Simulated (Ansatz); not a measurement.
Ansatz input file:

```yaml
crystal:
  lattice:
    - [3.8299780577, 0.0, 0.0]
    - [0.0, 6.0557270253, 0.0]
    - [0.0, 0.0, 12.4114540507]
  atoms:
    - { symbol: Rh, position: [0.0, 0.6, 0.0731871584] }
    - { symbol: Rh, position: [0.0, 0.4, 0.3659357921] }
    - { symbol: Rh, position: [0.5, 0.3, 0.0243957195] }
    - { symbol: Rh, position: [0.5, 0.9, 0.1219785974] }
    - { symbol: Rh, position: [0.5, 0.1, 0.3171443531] }
    - { symbol: Rh, position: [0.5, 0.7, 0.414727231] }
    - { symbol: Rh, position: [0.5, 0.5, 0.2195614753] }
    - { symbol: Rh, position: [0.0, 0.2, 0.1707700363] }
    - { symbol: Rh, position: [0.0, 0.8, 0.2683529142] }
    - { symbol: Rh, position: [0.0, 0.0, 0.46351867] }
    - { symbol: Rh, position: [0.5, 0.6, 0.914727231] }
    - { symbol: Rh, position: [0.5, 0.4, 0.6219785974] }
    - { symbol: Rh, position: [0.0, 0.3, 0.96351867] }
    - { symbol: Rh, position: [0.0, 0.9, 0.8659357921] }
    - { symbol: Rh, position: [0.0, 0.1, 0.6707700363] }
    - { symbol: Rh, position: [0.0, 0.7, 0.5731871584] }
    - { symbol: Rh, position: [0.0, 0.5, 0.7683529142] }
    - { symbol: Rh, position: [0.5, 0.2, 0.8171443531] }
    - { symbol: Rh, position: [0.5, 0.8, 0.7195614753] }
    - { symbol: Rh, position: [0.5, 0.0, 0.5243957195] }
basis:
  ecutwfc: 420
kpoints:
  mp_grid: { grid: [10, 6, 3] }
hamiltonian:
  xc: pbe
scf:
  occupations: { method: gaussian, width: 0.1 }
output:
  forces: true
  stress: true
  eigenvalues: true
  populations: true
relax:
  adjacent_minimum: "off"
  f_tol: 0.02
  max_steps: 60
  cell: { fix: [a, b, alpha, beta, gamma], stress_tol: 0.1 }
```

Launched with
```bash
ansatz run input.yaml --threads 4 --pin off --max-ram 11264MiB --backend cpu --events-out ev --progress --plain --runs-dir out
```

Computed with Ansatz, DFT PBE, scalar-relativistic, plane waves, PAW.

From the run's log, abridged:

```
Pseudopotentials: kind: paw
Pseudopotential: Rh, paw, valence charge 17, recommended cutoff 420 eV (normal)
Functional definition: PBE
Crystal: 20 atoms, lattice volume = 287.863 Å³
Basis set: ecut = 420 eV, 5601 PW (Γ), exchange–correlation on 54×90×180 points (8 copies of the dense FFT grid, shifted against one another)
Bands: 204, of which v1, the nominal top of the filled ones, is band 170 counted from 1 (169 counted from 0)
Symmetry: 8 space group operations
Space group: Pbcm (ITA 57), of the structure as read, at distance tolerance 6.6e-5 Å
k-points: 48 of 180
Initial density: superposition of atomic densities (neutral atoms: chi_scale 0, normalization atom), corrected by the library's trained network
Initial wavefunctions: pseudopotential atomic-orbital guess
Functional: x = pbe(κ = 0.804, μ = 0.21951497), c = pbe(β = 0.06672455)
SCF iter   1: F=—  HF=-128043.268424 eV  |F-HF|=—  |Δ(HF+E_count)|=         —  Δρ=1.30e-2  dr2=4.85e-1  ethr=1.77e-3  ⟨swp⟩=5.1  Hψ=33164  notcnv=0  defer=332
SCF iter   2: F=—  HF=-128043.242477 eV  |F-HF|=—  |Δ(HF+E_count)|=   2.59e-2  Δρ=5.98e-3  dr2=1.09e-1  ethr=1.43e-4  ⟨swp⟩=1.0  Hψ=11280  notcnv=0  defer=334
SCF iter   3: F=—  HF=-128043.237354 eV  |F-HF|=—  |Δ(HF+E_count)|=   5.12e-3  Δρ=9.17e-4  dr2=3.85e-3  ethr=3.22e-5  ⟨swp⟩=1.0  Hψ=8948  notcnv=0  defer=334
SCF iter   4: F=—  HF=-128043.237241 eV  |F-HF|=—  |Δ(HF+E_count)|=   1.12e-4  Δρ=2.01e-4  dr2=2.83e-4  ethr=1.13e-6  ⟨swp⟩=2.3  Hψ=13008  notcnv=0  defer=334
SCF iter   5: F=—  HF=-128043.237223 eV  |F-HF|=—  |Δ(HF+E_count)|=   1.84e-5  Δρ=7.70e-5  dr2=3.43e-5  ethr=8.33e-8  ⟨swp⟩=1.1  Hψ=9229  notcnv=0  defer=334
SCF iter   6: F=—  HF=-128043.236180 eV  |F-HF|=—  |Δ(HF+E_count)|=   1.04e-3  Δρ=2.18e-5  dr2=1.63e-6  ethr=1.01e-8  ⟨swp⟩=2.1  Hψ=12407  notcnv=0  defer=334
SCF iter   7: F=—  HF=-128043.236180 eV  |F-HF|=—  |Δ(HF+E_count)|=   1.09e-7  Δρ=7.69e-6  dr2=1.59e-7  ethr=4.79e-10  ⟨swp⟩=2.0  Hψ=12824  notcnv=0  defer=334
SCF iter   8: F=-128043.236180 eV  HF=-128043.236180 eV  |F-HF|=4.13e-9  |Δ(HF+E_count)|=   5.56e-9  Δρ=1.72e-6  dr2=1.07e-8  ethr=2.94e-11  ⟨swp⟩=9.2  Hψ=33172  notcnv=0
SCF 1 converged in 8 iterations: F = -128043.236180 eV  dr2 = 1.07e-8
relax step   1: F+E_penalty+E_count = -128043.23617990 eV  Δ(F+E_penalty+E_count) = +0.000e0 eV  max|allowed force component| = 9.925e0 eV/Å  Δτ_max = 0.0000 Å  P = +24.259 GPa  Ω = 287.863 Å³  fix = [a, b, alpha, beta, gamma]  reactions: a +40.496, b +15.295 GPa (8 SCF iters, dr2 threshold 1.00e-7 eV, accepted)
Crystal: 20 atoms, lattice volume = 291.742 Å³
Basis set: ecut = 420 eV, 5711 PW (Γ), exchange–correlation on 54×90×180 points (8 copies of the dense FFT grid, shifted against one another)
Initial density: handed on by an earlier stage of this run
Initial wavefunctions: those handed on with the density
SCF iter   1: F=—  HF=-128050.277347 eV  |F-HF|=—  |Δ(HF+E_count)|=         —  Δρ=2.79e-2  dr2=2.03e0  ethr=5.91e-4  ⟨swp⟩=2.2  Hψ=40445  notcnv=0
SCF iter   2: F=—  HF=-128050.196323 eV  |F-HF|=—  |Δ(HF+E_count)|=   8.10e-2  Δρ=1.35e-2  dr2=5.16e-1  ethr=5.91e-4  ⟨swp⟩=1.9  Hψ=9914  notcnv=0
SCF iter   3: F=—  HF=-128050.180493 eV  |F-HF|=—  |Δ(HF+E_count)|=   1.58e-2  Δρ=2.44e-3  dr2=1.44e-2  ethr=1.52e-4  ⟨swp⟩=2.1  Hψ=14705  notcnv=0
SCF iter   4: F=—  HF=-128050.179242 eV  |F-HF|=—  |Δ(HF+E_count)|=   1.25e-3  Δρ=5.71e-4  dr2=1.28e-3  ethr=4.23e-6  ⟨swp⟩=2.1  Hψ=16286  notcnv=0
SCF iter   5: F=—  HF=-128050.178288 eV  |F-HF|=—  |Δ(HF+E_count)|=   9.53e-4  Δρ=2.37e-4  dr2=3.05e-4  ethr=3.76e-7  ⟨swp⟩=1.0  Hψ=9793  notcnv=0
SCF iter   6: F=—  HF=-128050.178261 eV  |F-HF|=—  |Δ(HF+E_count)|=   2.77e-5  Δρ=8.84e-5  dr2=9.53e-6  ethr=8.96e-8  ⟨swp⟩=2.0  Hψ=14769  notcnv=0
SCF iter   7: F=-128050.178261 eV  HF=-128050.178261 eV  |F-HF|=5.39e-7  |Δ(HF+E_count)|=   5.95e-7  Δρ=2.26e-5  dr2=1.30e-6  ethr=5.88e-10  ⟨swp⟩=5.9  Hψ=35477  notcnv=0
SCF 2 converged in 7 iterations: F = -128050.178261 eV  dr2 = 1.30e-6
relax step   2: F+E_penalty+E_count = -128050.17826081 eV  Δ(F+E_penalty+E_count) = -6.942e0 eV  max|allowed force component| = 3.847e0 eV/Å  Δτ_max = 0.1949 Å  P = +9.625 GPa  Ω = 291.742 Å³  energy of the carried Pulay correction = -2.932e-3 eV  fix = [a, b, alpha, beta, gamma]  reactions: a +17.281, b +3.229 GPa (7 SCF iters, dr2 threshold 2.00e-6 eV, accepted)
Crystal: 20 atoms, lattice volume = 305.919 Å³
Basis set: ecut = 420 eV, 5977 PW (Γ), exchange–correlation on 54×90×180 points (8 copies of the dense FFT grid, shifted against one another)
SCF iter   1: F=—  HF=-128051.830983 eV  |F-HF|=—  |Δ(HF+E_count)|=         —  Δρ=2.35e-2  dr2=5.24e-1  ethr=1.53e-4  ⟨swp⟩=2.0  Hψ=45659  notcnv=0
SCF iter   2: F=—  HF=-128051.786015 eV  |F-HF|=—  |Δ(HF+E_count)|=   4.50e-2  Δρ=1.19e-2  dr2=1.58e-1  ethr=1.53e-4  ⟨swp⟩=1.0  Hψ=9792  notcnv=0
SCF iter   3: F=—  HF=-128051.779435 eV  |F-HF|=—  |Δ(HF+E_count)|=   6.58e-3  Δρ=2.10e-3  dr2=6.58e-3  ethr=4.66e-5  ⟨swp⟩=2.4  Hψ=16363  notcnv=0
SCF iter   4: F=—  HF=-128051.779436 eV  |F-HF|=—  |Δ(HF+E_count)|=   1.00e-6  Δρ=4.11e-4  dr2=6.39e-4  ethr=1.94e-6  ⟨swp⟩=1.8  Hψ=16186  notcnv=0
SCF iter   5: F=—  HF=-128051.778437 eV  |F-HF|=—  |Δ(HF+E_count)|=   9.99e-4  Δρ=1.54e-4  dr2=1.73e-4  ethr=1.88e-7  ⟨swp⟩=1.1  Hψ=9827  notcnv=0
SCF iter   6: F=—  HF=-128051.778417 eV  |F-HF|=—  |Δ(HF+E_count)|=   1.98e-5  Δρ=8.55e-5  dr2=2.42e-5  ethr=5.08e-8  ⟨swp⟩=2.3  Hψ=13208  notcnv=0
SCF iter   7: F=—  HF=-128051.778416 eV  |F-HF|=—  |Δ(HF+E_count)|=   1.30e-6  Δρ=3.22e-5  dr2=4.33e-6  ethr=7.11e-9  ⟨swp⟩=1.2  Hψ=10303  notcnv=0
SCF iter   8: F=-128051.778416 eV  HF=-128051.778416 eV  |F-HF|=9.73e-8  |Δ(HF+E_count)|=   1.84e-7  Δρ=1.41e-5  dr2=3.39e-7  ethr=5.88e-10  ⟨swp⟩=5.3  Hψ=33307  notcnv=0
SCF 3 converged in 8 iterations: F = -128051.778416 eV  dr2 = 3.39e-7
relax step   3: F+E_penalty+E_count = -128051.77841568 eV  Δ(F+E_penalty+E_count) = -1.600e0 eV  max|allowed force component| = 2.174e-1 eV/Å  Δτ_max = 0.1919 Å  P = -2.168 GPa  Ω = 305.919 Å³  energy of the carried Pulay correction = -1.332e-2 eV  fix = [a, b, alpha, beta, gamma]  reactions: a +0.507, b -3.716 GPa (8 SCF iters, dr2 threshold 2.00e-6 eV, accepted)
Crystal: 20 atoms, lattice volume = 302.085 Å³
Basis set: ecut = 420 eV, 5891 PW (Γ), exchange–correlation on 54×90×180 points (8 copies of the dense FFT grid, shifted against one another)
SCF iter   1: F=—  HF=-128051.856018 eV  |F-HF|=—  |Δ(HF+E_count)|=         —  Δρ=5.49e-3  dr2=4.18e-2  ethr=1.29e-5  ⟨swp⟩=2.0  Hψ=43901  notcnv=0
SCF iter   2: F=—  HF=-128051.850476 eV  |F-HF|=—  |Δ(HF+E_count)|=   5.54e-3  Δρ=2.84e-3  dr2=1.25e-2  ethr=1.23e-5  ⟨swp⟩=1.0  Hψ=9792  notcnv=0
SCF iter   3: F=—  HF=-128051.848539 eV  |F-HF|=—  |Δ(HF+E_count)|=   1.94e-3  Δρ=5.59e-4  dr2=5.85e-4  ethr=3.68e-6  ⟨swp⟩=2.3  Hψ=14028  notcnv=0
SCF iter   4: F=—  HF=-128051.847486 eV  |F-HF|=—  |Δ(HF+E_count)|=   1.05e-3  Δρ=1.23e-4  dr2=5.65e-5  ethr=1.72e-7  ⟨swp⟩=2.2  Hψ=16430  notcnv=0
SCF iter   5: F=—  HF=-128051.847489 eV  |F-HF|=—  |Δ(HF+E_count)|=   2.89e-6  Δρ=4.97e-5  dr2=1.33e-5  ethr=1.66e-8  ⟨swp⟩=1.0  Hψ=9792  notcnv=0
SCF iter   6: F=-128051.847487 eV  HF=-128051.847488 eV  |F-HF|=6.13e-7  |Δ(HF+E_count)|=   1.29e-6  Δρ=2.17e-5  dr2=1.15e-6  ethr=5.88e-10  ⟨swp⟩=2.7  Hψ=33918  notcnv=0
SCF 4 converged in 6 iterations: F = -128051.847487 eV  dr2 = 1.15e-6
relax step   4: F+E_penalty+E_count = -128051.84748712 eV  Δ(F+E_penalty+E_count) = -6.907e-2 eV  max|allowed force component| = 5.861e-2 eV/Å  Δτ_max = 0.0318 Å  P = +0.127 GPa  Ω = 302.085 Å³  energy of the carried Pulay correction = -1.056e-2 eV  fix = [a, b, alpha, beta, gamma]  reactions: a +2.695, b -2.234 GPa (6 SCF iters, dr2 threshold 2.00e-6 eV, accepted)
Crystal: 20 atoms, lattice volume = 301.958 Å³
SCF iter   1: F=—  HF=-128051.851721 eV  |F-HF|=—  |Δ(HF+E_count)|=         —  Δρ=1.32e-3  dr2=1.86e-3  ethr=5.14e-7  ⟨swp⟩=2.5  Hψ=34253  notcnv=0
SCF iter   2: F=—  HF=-128051.851507 eV  |F-HF|=—  |Δ(HF+E_count)|=   2.15e-4  Δρ=6.82e-4  dr2=5.91e-4  ethr=5.14e-7  ⟨swp⟩=1.0  Hψ=9792  notcnv=0
SCF iter   3: F=—  HF=-128051.851440 eV  |F-HF|=—  |Δ(HF+E_count)|=   6.68e-5  Δρ=1.24e-4  dr2=4.05e-5  ethr=1.74e-7  ⟨swp⟩=2.0  Hψ=13738  notcnv=0
SCF iter   4: F=—  HF=-128051.850423 eV  |F-HF|=—  |Δ(HF+E_count)|=   1.02e-3  Δρ=3.17e-5  dr2=3.29e-6  ethr=1.19e-8  ⟨swp⟩=2.4  Hψ=15940  notcnv=0
SCF iter   5: F=—  HF=-128051.850423 eV  |F-HF|=—  |Δ(HF+E_count)|=   4.29e-8  Δρ=9.64e-6  dr2=5.59e-7  ethr=9.67e-10  ⟨swp⟩=1.2  Hψ=10299  notcnv=0
SCF iter   6: F=-128051.850423 eV  HF=-128051.850423 eV  |F-HF|=2.52e-8  |Δ(HF+E_count)|=   7.53e-8  Δρ=4.63e-6  dr2=4.73e-8  ethr=6.31e-11  ⟨swp⟩=4.7  Hψ=31035  notcnv=0
SCF 5 converged in 6 iterations: F = -128051.850423 eV  dr2 = 4.73e-8
relax step   5: F+E_penalty+E_count = -128051.85042322 eV  Δ(F+E_penalty+E_count) = -2.936e-3 eV  max|allowed force component| = 1.886e-2 eV/Å  Δτ_max = 0.0081 Å  P = +0.204 GPa  Ω = 301.958 Å³  energy of the carried Pulay correction = -1.047e-2 eV  fix = [a, b, alpha, beta, gamma]  reactions: a +2.738, b -2.163 GPa (6 SCF iters, dr2 threshold 2.15e-7 eV, accepted)
Initial wavefunctions: pseudopotential atomic-orbital guess (no wavefunctions were taken with the density)
SCF iter   1: F=—  HF=-128051.854133 eV  |F-HF|=—  |Δ(HF+E_count)|=         —  Δρ=8.81e-4  dr2=5.85e-5  ethr=1.98e-7  ⟨swp⟩=4.0  Hψ=55485  notcnv=0
SCF iter   2: F=—  HF=-128051.859735 eV  |F-HF|=—  |Δ(HF+E_count)|=   5.60e-3  Δρ=4.48e-4  dr2=1.47e-5  ethr=1.72e-8  ⟨swp⟩=2.0  Hψ=13491  notcnv=0
SCF iter   3: F=—  HF=-128051.860629 eV  |F-HF|=—  |Δ(HF+E_count)|=   8.94e-4  Δρ=1.10e-5  dr2=7.03e-8  ethr=4.34e-9  ⟨swp⟩=2.2  Hψ=13377  notcnv=0
SCF iter   4: F=—  HF=-128051.860630 eV  |F-HF|=—  |Δ(HF+E_count)|=   7.30e-7  Δρ=1.74e-6  dr2=1.14e-8  ethr=2.07e-11  ⟨swp⟩=2.0  Hψ=17256  notcnv=0
SCF iter   5: F=—  HF=-128051.860630 eV  |F-HF|=—  |Δ(HF+E_count)|=  9.60e-10  Δρ=8.23e-7  dr2=4.45e-9  ethr=3.36e-12  ⟨swp⟩=1.0  Hψ=9793  notcnv=0
SCF iter   6: F=-128051.860630 eV  HF=-128051.860630 eV  |F-HF|=4.37e-10  |Δ(HF+E_count)|=  4.07e-10  Δρ=3.08e-7  dr2=7.79e-10  ethr=1.00e-12  ⟨swp⟩=3.2  Hψ=31919  notcnv=0
SCF 6 converged in 6 iterations: F = -128051.860630 eV  dr2 = 7.79e-10
SCF converged after 6 iterations
Free energy (F): -128051.860630 eV
Harris-Foulkes:  -128051.860630 eV  (|F-HF|=4.37e-10)
Internal energy: -128051.684139 eV  (E = F + TS)
E sigma→0 (E₀):  -128051.772385 eV
Entropy (-TS):   -0.176491 eV (-8.825 meV/atom)
Fermi energy:    19.881994 eV
--- Per-component energies (eV) ---
  E_band       = -2488.900268
  E_kinetic    = 11453.595386
  E_local      = -36051.283099  (includes V_loc(G=0)·N_el)
  E_nonlocal   = 7104.776653
  E_hartree    = 12995.167161
  E_xc         = -4427.995062
  E_vxc        = -5557.615704  (∫ρ·V_xc dr)
  E_paw        = -71742.624815  (= ΣΔE_a)
  E_vpaw       = -5428.728297  (= ΣTr[D̂ρ^β])
  E_aug_tail   = 0.017450  (compensation charges beyond the density's cutoff)
  E_ewald      = -47383.337814
  E_smearing   = -0.176491  (= −TS)
--- Forces (eV/Å), atoms counted from 1 ---
  atom   1  Rh     0.00000000    -0.00262687    -0.01896396
  atom   2  Rh     0.00000000     0.00189299     0.00101259
  atom   3  Rh     0.00000000     0.00961251    -0.00135444
  atom   4  Rh     0.00000000    -0.00189299    -0.00101259
  atom   5  Rh     0.00000000     0.00276302     0.00633288
  atom   6  Rh     0.00000000     0.00262687     0.01896396
  atom   7  Rh     0.00000000     0.00078277     0.00629674
  atom   8  Rh     0.00000000    -0.00276302    -0.00633288
  atom   9  Rh     0.00000000    -0.00078277    -0.00629674
  atom  10  Rh     0.00000000    -0.00961251     0.00135444
  atom  11  Rh     0.00000000    -0.00262687     0.01896396
  atom  12  Rh     0.00000000     0.00189299    -0.00101259
  atom  13  Rh     0.00000000     0.00961251     0.00135444
  atom  14  Rh     0.00000000    -0.00189299     0.00101259
  atom  15  Rh     0.00000000     0.00276302    -0.00633288
  atom  16  Rh     0.00000000     0.00262687    -0.01896396
  atom  17  Rh     0.00000000     0.00078277    -0.00629674
  atom  18  Rh     0.00000000    -0.00276302     0.00633288
  atom  19  Rh     0.00000000    -0.00078277     0.00629674
  atom  20  Rh     0.00000000    -0.00961251    -0.00135444
--- Stress (GPa, compression-positive) ---
        2.720558       0.000000       0.000000
        0.000000      -2.180732       0.000000
        0.000000       0.000000       0.069143
  P = ⅓ Tr σ = 0.2030 GPa (2.030 kbar)
--- Band table (eV; the first three rows and the last of 48) ---
  k-point 0: bands = ["-58.9338", "-58.9192", "-58.9093", "-58.8867", "-58.8570", "-58.8485", "-58.8081", "-58.8060", "-58.6887", "-58.6856", "-58.6577", "-58.6559", "-58.6426", "-58.6404", "-58.6352", "-58.6338", "-58.5778", "-58.5759", "-58.5742", "-58.5730", "-27.1352", "-27.1037", "-27.0891", "-27.0702", "-26.9678", "-26.9670", "-26.9613", "-26.9218", "-26.9109", "-26.9094", "-26.8817", "-26.8731", "-26.8633", "-26.8331", "-26.8133", "-26.8016", "-26.7560", "-26.7408", "-26.7369", "-26.6897", "-26.6806", "-26.6747", "-26.6556", "-26.6344", "-26.6274", "-26.6233", "-26.6111", "-26.6101", "-26.6065", "-26.5974", "-26.5681", "-26.5474", "-26.5436", "-26.5330", "-26.5147", "-26.4987", "-26.4 ...
  k-point 1: bands = ["-58.9316", "-58.9253", "-58.9016", "-58.8915", "-58.8544", "-58.8502", "-58.8076", "-58.8066", "-58.6879", "-58.6864", "-58.6573", "-58.6564", "-58.6420", "-58.6409", "-58.6348", "-58.6341", "-58.5775", "-58.5766", "-58.5737", "-58.5732", "-27.1287", "-27.1134", "-27.0846", "-27.0751", "-26.9667", "-26.9635", "-26.9511", "-26.9226", "-26.9153", "-26.9103", "-26.8812", "-26.8754", "-26.8619", "-26.8509", "-26.8078", "-26.8041", "-26.7546", "-26.7479", "-26.7132", "-26.6889", "-26.6849", "-26.6711", "-26.6571", "-26.6317", "-26.6220", "-26.6175", "-26.6151", "-26.6141", "-26.6042", "-26.5877", "-26.5735", "-26.5729", "-26.5427", "-26.5267", "-26.5219", "-26.5103", "-26.5 ...
  k-point 2: bands = ["-58.9324", "-58.9195", "-58.9080", "-58.8875", "-58.8588", "-58.8487", "-58.8084", "-58.8054", "-58.6887", "-58.6854", "-58.6580", "-58.6564", "-58.6422", "-58.6404", "-58.6360", "-58.6339", "-58.5772", "-58.5756", "-58.5739", "-58.5728", "-27.1323", "-27.1037", "-27.0954", "-27.0738", "-26.9814", "-26.9778", "-26.9585", "-26.9250", "-26.9076", "-26.8959", "-26.8819", "-26.8628", "-26.8492", "-26.8177", "-26.8171", "-26.7904", "-26.7877", "-26.7443", "-26.7209", "-26.7204", "-26.6682", "-26.6661", "-26.6521", "-26.6373", "-26.6270", "-26.6181", "-26.6168", "-26.6001", "-26.5983", "-26.5947", "-26.5931", "-26.5528", "-26.5305", "-26.5294", "-26.5194", "-26.5160", "-26.4 ...
  k-point 47: bands = ["-58.8841", "-58.8841", "-58.8837", "-58.8837", "-58.8488", "-58.8488", "-58.8483", "-58.8483", "-58.6701", "-58.6701", "-58.6700", "-58.6700", "-58.6421", "-58.6421", "-58.6421", "-58.6421", "-58.5822", "-58.5822", "-58.5822", "-58.5822", "-27.1834", "-27.1834", "-27.1600", "-27.1600", "-26.9802", "-26.9802", "-26.9575", "-26.9575", "-26.9067", "-26.9067", "-26.8862", "-26.8862", "-26.8606", "-26.8606", "-26.8312", "-26.8312", "-26.7797", "-26.7797", "-26.7688", "-26.7688", "-26.7112", "-26.7112", "-26.6830", "-26.6830", "-26.6040", "-26.6040", "-26.5842", "-26.5842", "-26.5479", "-26.5479", "-26.5463", "-26.5463", "-26.5117", "-26.5117", "-26.4977", "-26.4977", "-26. ...
--- Relaxed structure (5 steps of the walk, 5 accepted, 1 SCFs on fresh bases) ---
  F+E_penalty+E_count = -128051.86063010 eV   max|allowed force component| = 1.896e-2 eV/Å   (the final SCF, on the basis selected at the relaxed cell)
  cell:  # Å, volume = 301.9577 Å³
    - [3.8299780577, 6.83164758e-129, -2.07857958e-114]
    - [1.08017832e-128, 6.0557270253, 8.64142661e-128]
    - [-6.73585973e-114, 1.77109484e-127, 13.01917585]
  atoms:
    - { symbol: Rh, position: [0.0, 0.61073543, 0.07098657] }
    - { symbol: Rh, position: [0.0, 0.40329318, 0.36466023] }
    - { symbol: Rh, position: [0.5, 0.29758916, 0.05431048] }
    - { symbol: Rh, position: [0.5, 0.89670681, 0.12325415] }
    - { symbol: Rh, position: [0.5, 0.09924432, 0.30917431] }
    - { symbol: Rh, position: [0.5, 0.68926456, 0.41692781] }
    - { symbol: Rh, position: [0.5, 0.50361215, 0.22792546] }
    - { symbol: Rh, position: [0.0, 0.20075567, 0.17874007] }
    - { symbol: Rh, position: [0.0, 0.79638784, 0.25998892] }
    - { symbol: Rh, position: [0.0, 0.00241083, 0.43360390] }
    - { symbol: Rh, position: [0.5, 0.61073543, 0.91692781] }
    - { symbol: Rh, position: [0.5, 0.40329318, 0.62325415] }
    - { symbol: Rh, position: [0.0, 0.29758916, 0.93360390] }
    - { symbol: Rh, position: [0.0, 0.89670681, 0.86466023] }
    - { symbol: Rh, position: [0.0, 0.09924432, 0.67874007] }
    - { symbol: Rh, position: [0.0, 0.68926456, 0.57098657] }
    - { symbol: Rh, position: [0.0, 0.50361215, 0.75998892] }
    - { symbol: Rh, position: [0.5, 0.20075567, 0.80917431] }
    - { symbol: Rh, position: [0.5, 0.79638784, 0.72792546] }
    - { symbol: Rh, position: [0.5, 0.00241083, 0.55431048] }
--- Löwdin populations: 20 sites ---
  site symbol q [e]
     0     Rh     16.9328
     1     Rh     16.8907
     2     Rh     16.8904
     3     Rh     16.8907
     4     Rh     16.9274
     5     Rh     16.9328
     6     Rh     16.8835
     7     Rh     16.9274
     8     Rh     16.8835
     9     Rh     16.8904
    10     Rh     16.9328
    11     Rh     16.8907
    12     Rh     16.8904
    13     Rh     16.8907
    14     Rh     16.9274
    15     Rh     16.9328
    16     Rh     16.8835
    17     Rh     16.9274
    18     Rh     16.8835
    19     Rh     16.8904
  spilling = 0.005591 (of n_electrons = 340.000000)
```

The relaxation met its thresholds.

It took 5.3 min on 4 threads of Arm Neoverse V2, on a shared host, peak memory 2.7 GiB.